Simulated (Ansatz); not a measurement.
# Niobium, diamond under PBE: from relaxation to bulk modulus, part 2 of 2

The plan for niobium in the diamond structure: relax it, solve it on a dense k-mesh, then scale the cell to 7 volumes from 88 to 112 % of the relaxed one and try a fit of the equation of state. The start is ferromagnetic. The k-meshes are 9×9×9 for the relaxation; 15×15×15 for the dense run; 15×15×15 for the volumes.

Ansatz 0.2.0; DFT, PBE, plane waves (420 eV) with PAW, scalar-relativistic. Earlier steps stand in the parts before.

### Step 9. The cell scaled to 108 % of its volume

This is Nb in the diamond structure; at room conditions it is bcc.

File input.yaml:

```yaml
crystal:
  lattice:
    - [0.0, 3.0308784436, 3.0308784436]
    - [3.0308784436, 0.0, 3.0308784436]
    - [3.0308784436, 3.0308784436, 0.0]
  atoms:
    - { symbol: Nb, position: [0.125, 0.125, 0.125], spin: 1.0 }
    - { symbol: Nb, position: [0.875, 0.875, 0.875], spin: 1.0 }
hamiltonian:
  xc: pbe
  pseudopotentials:
    kind: paw
    azcp:
      Nb: "pseudopotentials/Nb.paw.azcp"
basis:
  ecutwfc: 420
  fft_grid_basis: typed
kpoints:
  mp_grid: { grid: [15, 15, 15], shift: [0, 0, 0] }
magnetization:
  spin_polarized: true
scf:
  occupations: { method: fermi_dirac, width: 0.05 }
output:
  stress: true
```

The log of the run (excerpt; [...] marks lines left out):

```text
Warning: RAYON_NUM_THREADS=2 ignored (pool sized by the plan → 2); use --threads N
[...]
Pseudopotentials: kind: paw
Pseudopotential: Nb, paw, valence charge 13, recommended cutoff 420 eV (normal), <dir>
Functional definition: PBE
[...]
Crystal: 2 atoms, lattice volume = 55.685 Å³
Basis set: ecut = 420 eV, 1067 PW (Γ)
Bands: 18, of which v1, the nominal top of the filled ones, is band 13 counted from 1 (12 counted from 0)
Symmetry: 48 space group operations
Space group: Fd-3m (ITA 227), of the structure as read, at distance tolerance 3.8e-5 Å
Magnetic group: BNS 227.128 (UNI 1630), of the structure as read, at distance tolerance 3.8e-5 Å
k-points: 120 of 3375
[...]
Starting moments: Σ|m| = 2 μB on 2 of 2 sites
[...]
SCF iter   1: F=—  HF=-9099.820145 eV  |F-HF|=—  |Δ(HF+E_count)|=         —  Δρ=3.17e-2 (↑3.17e-2 ↓1.49e-2)  dr2=7.87e-1  dr2_m=1.14e-1  M=0.937 μB ∫|m|=0.937 μB  β_m=0.30  ethr=3.02e-3  ⟨swp⟩=1.0  Hψ=25337  notcnv=0
[...]
SCF iter  10: F=-9099.456067 eV  HF=-9099.456067 eV  |F-HF|=1.89e-10  |Δ(HF+E_count)|=   1.05e-8  Δρ=3.73e-7 (↑3.73e-7 ↓3.06e-7)  dr2=1.26e-10  dr2_m=1.76e-11  M=0.000 μB ∫|m|=0.000 μB  ethr=2.93e-11  ⟨swp⟩=1.0  Hψ=10870  notcnv=0
[...]
WARN: the starting moments were not kept: the SCF closed with an absolute magnetisation of 5.3e-5 μB, where they sum to 2 μB in size (2 sites). That is at most 0.1 of that sum. Measured as dr2_m measures the in/out step, that magnetisation stands 3.1e-10 eV from none, at or under the [...]
SCF converged after 10 iterations
Magnetization: 0.0001 μB (13.0000 up, 13.0000 down)
Absolute magnetization: 0.0001 μB (∫|ρ↑−ρ↓|, with the PAW one-centre terms)
Spin contamination: 0.0000 ħ² per cell (⟨S²⟩ above its minimum at these occupations)
Per-site moments (μB) at R_I (Å): [(1.763817844575141e-5, 1.082737312775349), (1.763817844565695e-5, 1.082737312775349)]
Free energy (F): -9099.456067 eV
[...]
E sigma→0 (E₀):  -9099.438748 eV
Entropy (-TS):   -0.034639 eV (-17.320 meV/atom)
Fermi energy:    10.219316 eV
[...]
--- Stress (GPa, compression-positive) ---
       -4.410539      -0.000000       0.000000
       -0.000000      -4.410539       0.000000
       -0.000000      -0.000000      -4.410539
  P = ⅓ Tr σ = -4.4105 GPa (-44.105 kbar)
```

Run time: 7.6 s. Hardware: 2 threads of an Arm CPU, shared host; peak memory 0.43 GiB.

### Step 10. The cell scaled to 112 % of its volume

input.yaml, as its differences from that of step 9:

```diff
@@ -2,5 +2,5 @@
   lattice:
-    - [0.0, 3.0308784436, 3.0308784436]
-    - [3.0308784436, 0.0, 3.0308784436]
-    - [3.0308784436, 3.0308784436, 0.0]
+    - [0.0, 3.067844019, 3.067844019]
+    - [3.067844019, 0.0, 3.067844019]
+    - [3.067844019, 3.067844019, 0.0]
   atoms:
```

The log of the run (excerpt; [...] marks lines left out):

```text
Warning: RAYON_NUM_THREADS=2 ignored (pool sized by the plan → 2); use --threads N
[...]
[... 3 set-up lines as earlier in the session ...]
[...]
Crystal: 2 atoms, lattice volume = 57.747 Å³
Basis set: ecut = 420 eV, 1139 PW (Γ)
Bands: 18, of which v1, the nominal top of the filled ones, is band 13 counted from 1 (12 counted from 0)
[... 1 set-up line as earlier in the session ...]
Space group: Fd-3m (ITA 227), of the structure as read, at distance tolerance 3.9e-5 Å
Magnetic group: BNS 227.128 (UNI 1630), of the structure as read, at distance tolerance 3.9e-5 Å
k-points: 120 of 3375
[...]
Starting moments: Σ|m| = 2 μB on 2 of 2 sites
[...]
SCF iter   1: F=—  HF=-9099.749519 eV  |F-HF|=—  |Δ(HF+E_count)|=         —  Δρ=3.12e-2 (↑3.12e-2 ↓1.43e-2)  dr2=8.46e-1  dr2_m=1.05e-1  M=0.990 μB ∫|m|=0.990 μB  β_m=0.30  ethr=3.10e-3  ⟨swp⟩=5.8  Hψ=18691  notcnv=0
[...]
SCF iter  11: F=-9099.388805 eV  HF=-9099.388805 eV  |F-HF|=5.46e-12  |Δ(HF+E_count)|=  8.08e-10  Δρ=1.07e-7 (↑8.93e-8 ↓1.07e-7)  dr2=3.01e-11  dr2_m=5.46e-13  M=0.000 μB ∫|m|=0.000 μB  ethr=1.00e-12  ⟨swp⟩=1.0  Hψ=12704  notcnv=0
[...]
WARN: the starting moments were not kept: the SCF closed with an absolute magnetisation of 2.7e-6 μB, where they sum to 2 μB in size (2 sites). That is at most 0.1 of that sum. Measured as dr2_m measures the in/out step, that magnetisation stands 7.6e-13 eV from none, at or under the [...]
SCF converged after 11 iterations
Magnetization: 0.0000 μB (13.0000 up, 13.0000 down)
Absolute magnetization: 0.0000 μB (∫|ρ↑−ρ↓|, with the PAW one-centre terms)
Spin contamination: 0.0000 ħ² per cell (⟨S²⟩ above its minimum at these occupations)
Per-site moments (μB) at R_I (Å): [(7.482903028898925e-7, 1.0959427278121365), (7.482903028801796e-7, 1.0959427278121365)]
Free energy (F): -9099.388805 eV
[...]
E sigma→0 (E₀):  -9099.370169 eV
Entropy (-TS):   -0.037271 eV (-18.636 meV/atom)
Fermi energy:    9.714418 eV
[...]
--- Stress (GPa, compression-positive) ---
       -5.982046       0.000000      -0.000000
        0.000000      -5.982046      -0.000000
        0.000000      -0.000000      -5.982046
  P = ⅓ Tr σ = -5.9820 GPa (-59.820 kbar)
```

Wall time 7.8 s (2 threads of an Arm CPU, shared host); peak memory 0.43 GiB.

### Step 11. The equation of state

All volumes keep the relaxed shape and fractional coordinates.

```
V (Å³/atom)  E − E₀ (meV/atom)  P from the stress (GPa)  P from the fit (GPa)
     22.686               94.0                    11.07                 11.14
     23.718               37.9                     6.63                  6.52
     24.749                8.0                     2.91                  2.81
     25.780                0.0                    -0.08                 -0.17
     26.811                9.2                    -2.46                 -2.58
     27.842               32.2                    -4.41                 -4.52
     28.874               66.5                    -5.98                 -6.08
```

A third-order Birch-Murnaghan fit gives V₀ = 25.713 Å³/atom, B₀ = 68 GPa and B₀′ = 4.4; it misses no point by more than 0.17 meV/atom.

The fit is made to E(σ → 0), while the stress belongs to the free energy F; that is one source of the offset between the two pressures.

### Step 12. Summary of results

The summary covers parts 1 to 2.

| quantity | value |
| --- | --- |
| space group (spins left aside) | Fd-3m (No. 227) |
| conventional cell | a = 5.908 Å |
| volume | 25.780 Å³/atom |
| shortest distance | 2.558 Å |
| gap on the mesh | none (levels filled in part) |
| magnetic state | non-magnetic |
| relative to bcc | +2533 meV/atom |
| V₀, B₀, B₀′ | 25.713 Å³/atom, 68 GPa, 4.4 |

**Reading.** The relaxation enlarged the cell by 6.2 % in volume. It lies 2533 meV/atom above the element's reference form at the same level (bcc, from a run of its own), so it is far from stable. The moments die out: the run ends non-magnetic. No gap shows: it is a metal or semimetal at this level. The fitted modulus is 68 GPa. Relaxation kept the symmetry; phonons were not checked.
